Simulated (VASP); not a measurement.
Calculation: G0W0 on PBE orbitals, VASP's PBE PAW potentials (set 64) (plane waves; VASP).

Input for VASP

**POSCAR**
```
ZnTe
1
    0.0000000000     3.0087790000     3.0087790000
    3.0087790000     0.0000000000     3.0087790000
    3.0087790000     3.0087790000     0.0000000000
Zn Te
1 1
Direct
  0.0000000000   0.0000000000   0.0000000000
  0.2500000000   0.2500000000   0.2500000000
```

INCAR:
```
# general
SYSTEM     =ZnTe
PREC       =Normal
ENCUT      =500   # plane-wave cut-off (eV)
LREAL      =.FALSE.
LASPH      =.TRUE.   # aspherical one-centre terms
NBANDS     =160

# electronic loop
ALGO       =EVGW0

# smearing
ISMEAR     =0   # Gaussian
SIGMA      =0.01   # width (eV)

# functional
GGA        =PE

# output
LWAVE      =.FALSE.
LCHARG     =.FALSE.

# other
NELMGW     =1
NOMEGA     =64
ENCUTGW    =200
NBANDSGW   =21
LSPECTRALGW=.TRUE.
```

File KPOINTS:
```
Automatic mesh
0
Gamma
 4 4 4
```

POTCAR, in this order: Zn_sv_GW Te_GW (PBE.64 set). Program: vasp_std. Read from the step before: WAVECAR, WAVEDER.

What VASP printed:

**OSZICAR**
```
energies w=
    0.000    0.000    1.340    0.000    2.678    0.000    4.010    0.000
    5.334    0.000    6.647    0.000    7.948    0.000    9.235    0.000
   10.507    0.000   11.763    0.000   13.002    0.000   14.225    0.000
   15.431    0.000   16.622    0.000   17.798    0.000   18.960    0.000
   20.109    0.000   21.248    0.000   22.377    0.000   23.499    0.000
   24.615    0.000   25.727    0.000   26.838    0.000   27.950    0.000
   29.065    0.000   30.186    0.000   31.315    0.000   32.456    0.000
   33.611    0.000   34.784    0.000   35.978    0.000   37.197    0.000
   38.445    0.000   39.726    0.000   41.045    0.000   42.409    0.000
   43.822    0.000   45.291    0.000   46.825    0.000   48.432    0.000
   50.121    0.000   51.904    0.000   53.793    0.000   55.805    0.000
   57.955    0.000   60.266    0.000   62.760    0.000   65.467    0.000
   68.423    0.000   71.668    0.000   75.255    0.000   79.249    0.000
   83.728    0.000   88.796    0.000   94.582    0.000  101.259    0.000
  109.056    0.000  118.282    0.000  129.377    0.000  142.968    0.000
  160.000    0.000  181.955    0.000  211.296    0.000  252.449    0.000
NQ=   1    0.0000    0.0000    0.0000,
 performed        298000 updates of chi_q(r,r)
NQ=   2    0.2500    0.0000    0.0000,
 performed        784000 updates of chi_q(r,r)
NQ=   3    0.5000    0.0000    0.0000,
 performed       1216000 updates of chi_q(r,r)
NQ=   4    0.2500    0.2500    0.0000,
 performed       1702000 updates of chi_q(r,r)
NQ=   5    0.5000    0.2500    0.0000,
 performed       2336000 updates of chi_q(r,r)
NQ=   6   -0.2500    0.2500    0.0000,
 performed       2916000 updates of chi_q(r,r)
NQ=   7    0.5000    0.5000    0.0000,
 performed       3308000 updates of chi_q(r,r)
NQ=   8   -0.2500    0.5000    0.2500,
 performed       3781000 updates of chi_q(r,r)
 resolving degeneracies of screened two electron integrals
```

### OUTCAR
```


 k-point   1 :       0.0000    0.0000    0.0000
  band No.  KS-energies  QP-energies   sigma(KS)   V_xc(KS)     V^pw_x(r,r')   Z            occupation Imag(sigma)

      1    -121.4048    -131.7651     -54.0765     -38.6744     -68.8818       0.6727       2.0000       2.5411
      2     -75.5903     -82.2977     -47.5662     -37.6068     -61.3176       0.6735       2.0000       2.8331
      3     -75.5903     -82.2977     -47.5662     -37.6068     -61.3176       0.6735       2.0000       2.8331
      4     -75.5903     -82.2977     -47.5662     -37.6068     -61.3176       0.6735       2.0000       2.8331
      5      -7.6015      -8.7925     -12.6584     -11.0714     -17.6799       0.7505       2.0000       1.8109
      6      -2.6218      -4.2979     -32.3565     -29.9571     -41.2367       0.6986       2.0000       1.0404
      7      -2.6218      -4.2979     -32.3565     -29.9571     -41.2367       0.6986       2.0000       1.0404
      8      -2.6218      -4.2979     -32.3565     -29.9571     -41.2367       0.6986       2.0000       1.0404
      9      -2.3666      -4.0804     -33.6396     -31.2044     -42.7378       0.7037       2.0000       1.0042
     10      -2.3666      -4.0804     -33.6396     -31.2044     -42.7378       0.7037       2.0000       1.0042
     11       4.4607       3.7043     -14.0508     -13.0970     -15.4351       0.7931       2.0000       0.3318
     12       4.4607       3.7043     -14.0508     -13.0970     -15.4351       0.7931       2.0000       0.3318
     13       4.4607       3.7043     -14.0508     -13.0970     -15.4351       0.7931       2.0000       0.3318
     14       5.8936       6.5209     -10.4160     -11.1971      -6.6832       0.8031       0.0000      -0.3831
     15       8.7983       9.1959      -9.5376     -10.0346      -5.6652       0.8000       0.0000      -0.4784
     16       8.7983       9.1959      -9.5376     -10.0346      -5.6652       0.8000       0.0000      -0.4784
     17       8.7983       9.1959      -9.5376     -10.0346      -5.6652       0.8000       0.0000      -0.4784
     18      11.7875      12.1728      -7.8143      -8.2927      -3.1254       0.8053       0.0000      -0.7074
     19      14.2226      14.7398      -9.6840     -10.3299      -5.2305       0.8008       0.0000      -0.7347
     20      14.2226      14.7398      -9.6840     -10.3299      -5.2305       0.8008       0.0000      -0.7347
     21      15.0599      15.4463      -7.2504      -7.7281      -2.4576       0.8089       0.0000      -0.8704

 k-point   2 :       0.2500    0.0000    0.0000
  band No.  KS-energies  QP-energies   sigma(KS)   V_xc(KS)     V^pw_x(r,r')   Z            occupation Imag(sigma)

      1    -121.4048    -131.8076     -54.0763     -38.6744     -68.8817       0.6754       2.0000       2.5413
      2     -75.5900     -82.4055     -47.5660     -37.6068     -61.3174       0.6843       2.0000       2.8328
      3     -75.5900     -82.4055     -47.5660     -37.6068     -61.3174       0.6843       2.0000       2.8328
      4     -75.5900     -82.4055     -47.5660     -37.6068     -61.3174       0.6843       2.0000       2.8328
      5      -7.1812      -8.3404     -12.9086     -11.3658     -17.8240       0.7514       2.0000       1.7269
      6      -2.5869      -4.2679     -32.5173     -30.1148     -41.4242       0.6997       2.0000       1.0370
      7      -2.5869      -4.2679     -32.5173     -30.1148     -41.4242       0.6997       2.0000       1.0370
      8      -2.5596      -4.2249     -31.6232     -29.2567     -40.2827       0.7037       2.0000       1.0350
      9      -2.3681      -4.0794     -33.6278     -31.1939     -42.7283       0.7031       2.0000       1.0058
     10      -2.3681      -4.0794     -33.6278     -31.1939     -42.7283       0.7031       2.0000       1.0058
     11       1.2268       0.3309     -13.8097     -12.6621     -15.9929       0.7806       2.0000       0.5349
     12       3.9098       3.1215     -13.5679     -12.5703     -14.9955       0.7902       2.0000       0.3550
     13       3.9098       3.1215     -13.5679     -12.5703     -14.9955       0.7902       2.0000       0.3550
     14       6.6416       7.1411     -10.1292     -10.7538      -6.4458       0.7998       0.0000      -0.4016
     15       9.4823       9.9054      -9.6432     -10.1734      -5.6513       0.7979       0.0000      -0.5188
     16       9.4823       9.9054      -9.6432     -10.1734      -5.6513       0.7979       0.0000      -0.5188
     17      10.4948      10.9339      -9.5188     -10.0675      -5.2999       0.8003       0.0000      -0.5853
     18      12.9204      13.2100      -7.2468      -7.6051      -2.5936       0.8083       0.0000      -0.7496
     19      13.1479      13.5451      -8.8815      -9.3761      -4.5151       0.8032       0.0000      -0.6966
     20      13.1479      13.5451      -8.8815      -9.3761      -4.5151       0.8032       0.0000      -0.6966
     21      15.7282      16.2776      -8.5256      -9.2083      -3.4746       0.8047       0.0000      -0.9492

 k-point   3 :       0.5000    0.0000    0.0000
  band No.  KS-energies  QP-energies   sigma(KS)   V_xc(KS)     V^pw_x(r,r')   Z            occupation Imag(sigma)

      1    -121.4048    -131.7035     -54.0764     -38.6744     -68.8818       0.6687       2.0000       2.5416
      2     -75.5901     -82.3850     -47.5657     -37.6068     -61.3170       0.6823       2.0000       2.8326
      3     -75.5901     -82.3850     -47.5657     -37.6068     -61.3170       0.6823       2.0000       2.8326
      4     -75.5901     -82.3850     -47.5657     -37.6068     -61.3170       0.6823       2.0000       2.8326
      5      -6.6523      -7.7684     -13.4823     -11.9959     -18.3183       0.7509       2.0000       1.6118
      6      -2.5611      -4.2435     -32.6275     -30.2223     -41.5503       0.6995       2.0000       1.0335
      7      -2.5611      -4.2435     -32.6275     -30.2223     -41.5503       0.6995       2.0000       1.0335
      8      -2.3593      -4.0719     -33.6920     -31.2588     -42.8117       0.7038       2.0000       1.0082
      9      -2.3593      -4.0719     -33.6920     -31.2588     -42.8117       0.7038       2.0000       1.0082
     10      -2.2029      -3.8884     -33.0329     -30.6558     -41.9445       0.7090       2.0000       1.0155
     11      -0.9808      -2.0570     -11.6726     -10.2900     -14.2222       0.7784       2.0000       0.7885
     12       3.4931       2.6695     -13.2620     -12.2187     -14.7663       0.7895       2.0000       0.3812
     13       3.4931       2.6695     -13.2620     -12.2187     -14.7663       0.7895       2.0000       0.3812
     14       6.2742       6.7321     -10.1750     -10.7450      -6.6158       0.8033       0.0000      -0.3850
     15       9.4731       9.8455      -9.3891      -9.8542      -5.4782       0.8006       0.0000      -0.5145
     16       9.4731       9.8455      -9.3891      -9.8542      -5.4782       0.8006       0.0000      -0.5145
     17      11.9530      12.1282      -7.1240      -7.3411      -2.6571       0.8065       0.0000      -0.6959
     18      14.2932      14.8162      -8.8740      -9.5253      -3.8921       0.8031       0.0000      -0.8937
     19      15.5899      16.2044      -8.8654      -9.6313      -3.8109       0.8023       0.0000      -0.9305
     20      15.5899      16.2044      -8.8654      -9.6313      -3.8109       0.8023       0.0000      -0.9305
     21      16.8087      17.6671      -9.6754     -10.7401      -4.3226       0.8061       0.0000      -1.1037

 k-point   4 :       0.2500    0.2500    0.0000
  band No.  KS-energies  QP-energies   sigma(KS)   V_xc(KS)     V^pw_x(r,r')   Z            occupation Imag(sigma)

      1    -121.4048    -131.7278     -54.0764     -38.6744     -68.8818       0.6702       2.0000       2.5414
      2     -75.5901     -82.3748     -47.5658     -37.6068     -61.3172       0.6813       2.0000       2.8327
      3     -75.5901     -82.3748     -47.5658     -37.6068     -61.3172       0.6813       2.0000       2.8327
      4     -75.5901     -82.3748     -47.5658     -37.6068     -61.3172       0.6813       2.0000       2.8327
      5      -7.0369      -8.1851     -13.0071     -11.4788     -17.8892       0.7513       2.0000       1.6983
      6      -2.6077      -4.2615     -31.1864     -28.8328     -39.7465       0.7027       2.0000       1.0375
      7      -2.5466      -4.2377     -32.7123     -30.3061     -41.6546       0.7028       2.0000       1.0345
      8      -2.5466      -4.2377     -32.7123     -30.3061     -41.6546       0.7028       2.0000       1.0345
      9      -2.3789      -4.0813     -33.4205     -30.9938     -42.4751       0.7015       2.0000       1.0084
     10      -2.3537      -4.0742     -33.7011     -31.2669     -42.8156       0.7068       2.0000       1.0048
     11       1.3797       0.5419     -14.5837     -13.5079     -16.7757       0.7787       2.0000       0.5168
     12       3.0557       2.2072     -12.9430     -11.8673     -14.5062       0.7888       2.0000       0.4010
     13       3.0557       2.2072     -12.9430     -11.8673     -14.5062       0.7888       2.0000       0.4010
     14       7.0704       7.4051      -9.6991     -10.1162      -6.1338       0.8023       0.0000      -0.4124
     15       8.1379       8.5012      -9.3236      -9.7762      -5.5442       0.8026       0.0000      -0.4609
     16      11.2189      11.7451     -10.0734     -10.7346      -5.7036       0.7958       0.0000      -0.6353
     17      11.2189      11.7451     -10.0734     -10.7346      -5.7036       0.7958       0.0000      -0.6353
     18      11.7549      12.1591      -8.9181      -9.4201      -4.6684       0.8053       0.0000      -0.6289
     19      15.0162      15.5720      -9.4402     -10.1337      -4.7842       0.8014       0.0000      -0.8049
     20      15.3190      15.8969      -8.6498      -9.3687      -3.5517       0.8039       0.0000      -0.9383
     21      16.9367      17.3862      -7.4481      -8.0018      -2.4741       0.8118       0.0000      -0.9923

 k-point   5 :       0.5000    0.2500    0.0000
  band No.  KS-energies  QP-energies   sigma(KS)   V_xc(KS)     V^pw_x(r,r')   Z            occupation Imag(sigma)

      1    -121.4049    -131.6911     -54.0764     -38.6744     -68.8818       0.6679       2.0000       2.5417
      2     -75.5901     -82.3642     -47.5655     -37.6068     -61.3169       0.6802       2.0000       2.8325
      3     -75.5901     -82.3642     -47.5655     -37.6068     -61.3169       0.6802       2.0000       2.8325
      4     -75.5901     -82.3642     -47.5655     -37.6068     -61.3169       0.6802       2.0000       2.8325
      5      -6.4967      -7.6047     -13.6548     -12.1810     -18.4749       0.7517       2.0000       1.5809
...
```
(Selected blocks of OUTCAR.)

The mesh is coarse and the basis finite, so the quasiparticle values are not converged. VASP warned that its frequency grid is unfit for quasiparticle energies.

The compound is ZnTe in the zinc blende structure. This cell is one point of a volume scan, at 0.96 of the reference volume. The k-mesh is coarse (spacing up to 0.45 per Å, 2π included), so the numbers may not be converged in it.
